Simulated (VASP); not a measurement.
Set up this calculation in VASP 6.6.1, as the native input.

```yaml
Task: single point
Functional: PBE
Potentials_or_basis: VASP PAW PBE potentials, release 64 (Na_pv, S)
Cutoff: 520 eV
k_mesh: 8 × 8 × 8
Occupations: gaussian, width 0.02 eV
Spin: no spin polarisation
Dipole_correction: no
Further_INCAR_settings: ALGO = Normal; EDIFF = 1e-06; NBANDS = 17
```

The structure of Na2S lies in POSCAR:

```
Na2S
1.0
    0.0000000000      3.2836251974      3.2836251974
    3.2836251974      0.0000000000      3.2836251974
    3.2836251974      3.2836251974      0.0000000000
Na S
2 1
Direct
    0.2500000000      0.2500000000      0.2500000000
    0.7500000000      0.7500000000      0.7500000000
    0.0000000000      0.0000000000      0.0000000000
```

The cell comes from a database or a generator and needn't be the stable form of this composition.

These files were run (other wordings do the same):

INCAR

```
SYSTEM = Na2S
PREC     = Accurate       ! precision mode
ENCUT    = 520            ! plane-wave cutoff, eV
EDIFF    = 1E-6           ! SCF threshold, eV
ISMEAR   = 0              ! smearing method
SIGMA    = 0.02           ! smearing width, eV
LREAL    = .FALSE.        ! projectors in reciprocal space
LASPH    = .TRUE.         ! aspherical terms in the spheres
NELM     = 80             ! most SCF steps
ALGO     = Normal         ! electronic algorithm
ISIF     = 2              ! what is computed and relaxed
LWAVE    = .FALSE.        ! write WAVECAR
LCHARG   = .FALSE.        ! write CHGCAR
GGA      = PE             ! functional
NBANDS   = 17             ! bands
```

KPOINTS

```
regular mesh
0
G
  8 8 8
  0 0 0
```

Potentials or basis: VASP PAW PBE potentials, release 64 (Na_pv, S).

Run with:

```console
$ cat potpaw_PBE.64/Na_pv/POTCAR potpaw_PBE.64/S/POTCAR > POTCAR
$ mpirun -np 1 vasp_std > vasp.out
```

It gave:

* Pressure: 0.0 GPa
* Band gap on the k mesh: 2.45 eV, direct

Run time: 31 s on 1 thread of Intel(R) Xeon(R) Platinum 8375C CPU @ 2.90GHz (Ice Lake), on a shared host, peak memory 0.2 GiB.
